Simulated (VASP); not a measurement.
# SnSe2 in VASP: relaxation of cell and atoms with PBE+D4

Aim: the relaxation of cell and atoms of SnSe2 with PBE+D4.

All numbers are computed with VASP 6.6.1; they aren't measurements. Logs are shortened: lines on timing, memory, paths and dates and some standing lists are left out, and cuts for length are marked.

**1. The structure**

The cell holds a sheet with vacuum, 3 atoms: a = 3.850 Å, b = 3.850 Å, c = 19.180 Å, α = 90.00°, β = 90.00°, γ = 120.00°.

The cell was built by a generator and needn't be a form met in nature.

**2. Relaxation of cell and atoms, PBE+D4**

INCAR reads:

```
PREC     = Accurate       # precision mode
ENCUT    = 600            # plane-wave cutoff, eV
EDIFF    = 1E-7           # SCF threshold, eV
ISMEAR   = 0              # smearing method
SIGMA    = 0.03           # smearing width, eV
LREAL    = F              # projectors in reciprocal space
LASPH    = T              # aspherical terms in the spheres
NELM     = 120            # most SCF steps
ALGO     = Fast           # electronic algorithm
ISIF     = 3              # what is computed and relaxed
LWAVE    = F              # write WAVECAR
LCHARG   = F              # write CHGCAR
GGA      = PE             # functional
IVDW     = 13             # dispersion correction
IBRION   = 2              # ionic algorithm
NSW      = 60             # ionic steps
EDIFFG   = -0.005         # ionic threshold
LATTICE_CONSTRAINTS= .TRUE. .TRUE. .FALSE.
KPAR     = 4
```

KPOINTS reads:

```
Automatic mesh
0
Gamma
  12 12 1
```

POSCAR reads:

```
SnSe2
1.0
    3.8500000000      0.0000000000      0.0000000000
   -1.9250000000      3.3341978000      0.0000000000
    0.0000000000      0.0000000000     19.1800000000
Se Sn
2 1
Direct
    0.3333330000      0.6666670000      0.4171011500
    0.6666670000      0.3333330000      0.5828988500
    0.0000000000      0.0000000000      0.5000000000
```

Potentials or basis: VASP PAW PBE potentials, release 64 (Se, Sn_d).

The run is started by

```bash
> cat potpaw_PBE.64/Se/POTCAR potpaw_PBE.64/Sn_d/POTCAR > POTCAR
> mpirun -np 4 vasp_std > vasp.out
```

OUTCAR:

```text
PREC = Accurate
   ENCUT = 600
   EDIFF = 1E-7
   ISMEAR = 0
   LREAL = F
   LASPH = T
   NELM = 120
   ISIF = 3
   GGA = PE
   IVDW = 13
   IBRION = 2
   NSW = 60
   EDIFFG = -0.005

 ion  position               nearest neighbor table
   1  0.333  0.667  0.417-   3 2.73   3 2.73   3 2.73
   2  0.667  0.333  0.583-   3 2.73   3 2.73   3 2.73
   3  0.000  0.000  0.500-   1 2.73   2 2.73   1 2.73   2 2.73   2 2.73   1 2.73

  LATTYP: Found a hexagonal cell.
 ALAT       =     3.8500000000
 C/A-ratio  =     4.9818181818

  Lattice vectors:

 A1 = (   3.8500000000,   0.0000000000,   0.0000000000)
 A2 = (  -1.9250000000,   3.3341978000,   0.0000000000)
 A3 = (   0.0000000000,   0.0000000000,  19.1800000000)

Analysis of symmetry for initial positions (statically):
=====================================================================
 Subroutine PRICEL returns:
 Original cell was already a primitive cell.

 Routine SETGRP: Setting up the symmetry group for a
 hexagonal supercell.

 Subroutine GETGRP returns: Found 12 space group operations
 (whereof 12 operations were pure point group operations)
 out of a pool of 24 trial point group operations.

The static configuration has the point symmetry D_3d.

Analysis of symmetry for dynamics (positions and initial velocities):
=====================================================================
 Subroutine PRICEL returns:
 Original cell was already a primitive cell.

 Routine SETGRP: Setting up the symmetry group for a
 hexagonal supercell.

 Subroutine GETGRP returns: Found 12 space group operations
 (whereof 12 operations were pure point group operations)
 out of a pool of 24 trial point group operations.

The dynamic configuration has the point symmetry D_3d.

 Subroutine INISYM returns: Found 12 space group operations
 (whereof 12 operations are pure point group operations),
 and found     1 'primitive' translations

----------------------------------------------------------------------------------------

                                     Primitive cell

  volume of cell :     246.2072

  direct lattice vectors                    reciprocal lattice vectors
     3.850000000  0.000000000  0.000000000     0.259740260  0.149961109  0.000000000
    -1.925000000  3.334197800  0.000000000     0.000000000  0.299922218  0.000000000
     0.000000000  0.000000000 19.180000000     0.000000000  0.000000000  0.052137643

  length of vectors
     3.850000000  3.849999996 19.180000000     0.299922218  0.299922218  0.052137643

  position of ions in fractional coordinates (direct lattice)
     0.333333000  0.666667000  0.417101150
     0.666667000  0.333333000  0.582898850
     0.000000000  0.000000000  0.500000000

  ion indices of the primitive-cell ions
   primitive index   ion index
                 1           1
                 2           2
                 3           3

----------------------------------------------------------------------------------------

 KPOINTS: Automatic mesh

Automatic generation of k-mesh.
 Grid dimensions read from file:
 generate k-points for:   12   12    1

 Generating k-lattice:

  Cartesian coordinates                     Fractional coordinates (reciprocal lattice)
     0.021645022  0.012496759  0.000000000     0.083333333 -0.000000000  0.000000000
     0.000000000  0.024993518  0.000000000     0.000000000  0.083333333  0.000000000
     0.000000000  0.000000000  0.052137643     0.000000000  0.000000000  1.000000000

  Length of vectors
     0.024993518  0.024993518  0.052137643

  Shift w.r.t. Gamma in fractional coordinates (k-lattice)
     0.000000000  0.000000000  0.000000000

 Subroutine IBZKPT returns following result:
 ===========================================

 Found     19 irreducible k-points:

 Following reciprocal coordinates:
            Coordinates               Weight
  0.000000  0.000000  0.000000      1.000000
  0.083333  0.000000  0.000000      6.000000
  0.166667  0.000000  0.000000      6.000000
  0.250000  0.000000  0.000000      6.000000
  0.333333  0.000000  0.000000      6.000000
  0.416667  0.000000  0.000000      6.000000
[... 11 lines left out ...]
  0.333333  0.250000  0.000000     12.000000
  0.333333  0.333333  0.000000      2.000000
   k-points           NKPTS =     19   k-points in BZ     NKDIM =     19   number of bands    NBANDS=     17
   number of dos      NEDOS =    301   number of ions     NIONS =      3
   total plane-waves  NPLWV = 163840
   dimension x,y,z NGX =    32 NGY =   32 NGZ =  160
   dimension x,y,z NGXF=    64 NGYF=   64 NGZF=  320
   ions per type =               2   1
   NGX,Y,Z   is equivalent  to a cutoff of  13.82, 13.82, 13.87 a.u.
   NGXF,Y,Z  is equivalent  to a cutoff of  27.64, 27.64, 27.74 a.u.
 SYSTEM =  unknown system
   PREC   = accura    normal or accurate (medium, high low for compatibility)
   ISTART =      0    job   : 0-new  1-cont  2-samecut
   ICHARG =      2    charge: 1-file 2-atom 10-const
   ISPIN  =      1    spin polarized calculation?
   LNONCOLLINEAR =      F non collinear calculations
   LSORBIT =      F    spin-orbit coupling
   LASPH  =      T    aspherical Exc in radial PAW
   ENCUT  =  600.0 eV  44.10 Ry    6.64 a.u.   7.69  7.69 38.31*2*pi/ulx,y,z
   NELM   =    120;   NELMIN=  2; NELMDL= -5     # of ELM steps
   EDIFF  = 0.1E-06   stopping-criterion for ELM
   LREAL  =      F    real-space projection
   EDIFFG = -.5E-02   stopping-criterion for IOM
   NSW    =     60    number of steps for IOM
   IBRION =      2    ionic relax: 0-MD 1-quasi-New 2-CG
   NFREE  =      1    steps in history (QN), initial steepest desc. (CG)
   ISIF   =      3    stress and relaxation
   ISYM   =      2    0-nonsym 1-usesym 2-fastsym
   POTIM  = 0.5000    time-step for ionic-motion
   TEBEG  =    0.0;   TEEND  =   0.0 temperature during run
   PSTRESS=    0.0 pullay stress
   NELECT =      26.0000    total number of electrons
   NUPDOWN=      -1.0000    fix difference up-down
   EMIN   =  10.00;   EMAX   =-10.00  energy-range for DOS
   EFERMI =   0.00;   METHOD = LEGACY
   ISMEAR =     0;   SIGMA  =   0.03  broadening in eV -4-tet -1-fermi 0-gaus
   EFERMI_NEDOS =   21; number of points for ismear=-14 and -15
   IALGO  =     68    algorithm
   IMIX   =      4    mixing-type and parameters
     AMIX     =   0.40;   BMIX     =  1.00
     AMIX_MAG =   1.60;   BMIX_MAG =  1.00
  volume/ion in A,a.u.               =      82.07       553.83
  Fermi-wavevector in a.u.,A,eV,Ry     =   0.773807  1.462282  8.146849  0.598777
  Thomas-Fermi vector in A             =   1.875729
   LORBIT       =      0    0 simple, 1 ext, 2 COOP (PROOUT), +10 PAW based schemes
   GGA     = PE    functional components
   LHFCALC =     F    Hartree Fock is set to
   AEXX    =    0.0000 exact exchange contribution
   IVDW    =    13    specifies the selected vdW correction
   LEPSILON=     F    determine dielectric tensor
   LRPA    =     F    only Hartree local field effects (RPA)
 conjugate gradient relaxation of ions
 non-spin polarized calculation
 RMM-DIIS sequential band-by-band and
 Gauss-broadening in eV      SIGMA  =   0.03
  energy-cutoff  :      600.00
  volume of cell :      246.21
 maximum number of plane-waves:      8267
 NGX is ok and might be reduce to    32
   NGX = 15   NGY = 15   NGZ = 77

--------------------------------------- Ionic step        1  -------------------------------------------

 number of electron      25.9999998 magnetization

 Free energy of the ion-electron system (eV)
  ---------------------------------------------------
  ext. energy  EPLUGINS =         0.00000000
  ---------------------------------------------------
  free energy    TOTEN  =       -11.86084102 eV

  energy without entropy =      -11.86084102  energy(sigma->0) =      -11.86084102

------------------------ aborting loop because EDIFF is reached ----------------------------------------

  DFT-D4 for vdW energy calculation

  Edisp (eV):   -0.86911

  FORCE on cell =-STRESS in cart. coord.  units (eV):
  Direction    XX          YY          ZZ          XY          YZ          ZX
  --------------------------------------------------------------------------------------
  -------------------------------------------------------------------------------------
  Total      -0.47289    -0.47289     0.03292     0.00000     0.00000     0.00000
  in kB      -3.07729    -3.07729     0.21421     0.00000     0.00000     0.00000
  external pressure =       -1.98 kB  Pullay stress =        0.00 kB

 VOLUME and BASIS-vectors are now :
 -----------------------------------------------------------------------------
  energy-cutoff  :      600.00
  volume of cell :      246.21
      direct lattice vectors                 reciprocal lattice vectors
     3.850000000  0.000000000  0.000000000     0.259740260  0.149961109  0.000000000
    -1.925000000  3.334197800  0.000000000     0.000000000  0.299922218  0.000000000
     0.000000000  0.000000000 19.180000000     0.000000000  0.000000000  0.052137643
[... 206 lines left out ...]
 POSITION                                       TOTAL-FORCE (eV/Angst)
 -----------------------------------------------------------------------------------
     -0.00000      2.20474      7.98812         0.000000     -0.000000      0.008886
      1.90936      1.10237     11.19188        -0.000000      0.000000     -0.008886
      0.00000      0.00000      9.59000        -0.000000      0.000000      0.000000
 -----------------------------------------------------------------------------------
    total drift:                               -0.000000     -0.000000      0.000000

  FREE ENERGIE OF THE ION-ELECTRON SYSTEM (eV)
  ---------------------------------------------------
  free  energy   TOTEN  =       -12.7339530516 eV

  energy  without entropy=      -12.7339530516  energy(sigma->0) =      -12.73395305

--------------------------------------- Ionic step        7  -------------------------------------------

 number of electron      26.0000003 magnetization

 Free energy of the ion-electron system (eV)
  ---------------------------------------------------
  ext. energy  EPLUGINS =         0.00000000
  ---------------------------------------------------
  free energy    TOTEN  =       -11.85233375 eV

  energy without entropy =      -11.85233375  energy(sigma->0) =      -11.85233375

 E-fermi :  -2.6039     XC(G=0):  -3.5823

 val. band max:       -2.7607603951   @ k =   0.0833   0.0000   0.0000
 cond. band min:      -1.9872585439   @ k =   0.5000   0.0000   0.0000
 fundamental gap:      0.7735018512
 Fermi energy:        -2.6039110364

 k-point     1 :       0.0000    0.0000    0.0000
  band No.  band energies     occupation
      1     -23.9250      2.00000
      2     -23.9250      2.00000
      3     -23.8850      2.00000
      4     -23.8755      2.00000
      5     -23.8755      2.00000
      6     -16.2846      2.00000
[... 9 lines left out ...]
     16       1.8775      0.00000
     17       1.8776      0.00000
[... 384 lines left out ...]
 POSITION                                       TOTAL-FORCE (eV/Angst)
 -----------------------------------------------------------------------------------
     -0.00000      2.20517      7.98937        -0.000000      0.000000     -0.001123
      1.90973      1.10258     11.19063        -0.000000     -0.000000      0.001123
      0.00000      0.00000      9.59000         0.000000      0.000000      0.000000
 -----------------------------------------------------------------------------------
    total drift:                                0.000000      0.000000      0.000000

  FREE ENERGIE OF THE ION-ELECTRON SYSTEM (eV)
  ---------------------------------------------------
  free  energy   TOTEN  =       -12.7339538547 eV

  energy  without entropy=      -12.7339538547  energy(sigma->0) =      -12.73395385

 reached required accuracy - stopping structural energy minimisation
```

It took 3.8 min on 4 MPI ranks of Intel Xeon Platinum 8488C (Sapphire Rapids), shared host; peak memory 0.51 GiB.

Results:

```
Free energy                            : -12.7340 eV
Relaxed volume                         : 80.77 Å³/atom
Relaxed cell                           : a = 3.819 Å, b = 3.819 Å, c = 19.180 Å, α = 90.00°, β = 90.00°, γ = 120.00°
Space group after relaxing (to 0.05 Å) : P-3m1 (No. 164)
Energy gained by relaxing              : 1.3 meV/atom
Ionic steps                            : 7
Band gap on the k mesh                 : 0.77 eV, indirect (least direct gap 1.12 eV)
Dispersion energy per atom             : -0.294 eV
```

Step by step:
| step | energy change (eV) | largest force (eV/Å) | pressure (GPa) | volume (Å³) |
| --- | --- | --- | --- | --- |
| 1 | 0.0000 | 0.0086 | -0.20 | 246.21 |
| 2 | -0.0029 | 0.0966 | 0.12 | 242.48 |
| 3 | -0.0031 | 0.0819 | 0.06 | 243.08 |
| 4 | -0.0036 | 0.0515 | 0.04 | 242.80 |
| 5 | -0.0038 | 0.0314 | 0.03 | 242.61 |
| 6 | -0.0040 | 0.0089 | 0.00 | 242.22 |
| 7 | -0.0040 | 0.0011 | 0.01 | 242.32 |

Final structure:
```
CELL_PARAMETERS angstrom
3.81946 0.00000 0.00000
-1.90973 3.30775 0.00000
0.00000 0.00000 19.18000
ATOMIC_POSITIONS crystal
Se 0.33333 0.66667 0.41655
Se 0.66667 0.33333 0.58345
Sn 0.00000 0.00000 0.50000
```

Caveat: spin-orbit coupling is left out, which moves the levels of the heavy elements.
